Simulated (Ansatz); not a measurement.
Take ZnTe in the zinc blende structure (space group F-43m, No. 216; a = 6.066 Å) as the base. Axes: x, y, z lie along the cube axes.

Calculations: PBEsol (Ansatz, a program for electronic structure, PAW, without spin-orbit coupling).

Before the change:

- Band gap: 1.24 eV
- Shortest interatomic distance: 2.627 Å

Now apply this change: a free-standing slab of 1 layer (2 atoms, 2 a layer) is cut normal to [110], with 15 Å of vacuum and the in-plane cell held at bulk.

Q: Estimate the effect on the band gap and shortest interatomic distance.

A: The band gap increases by 0.18 eV to 1.42 eV; the shortest interatomic distance decreases by 0.206 Å (2.627 Å → 2.421 Å).

With Te present, leaving out spin-orbit coupling can change the band edges. Stability against distortions was not tested.
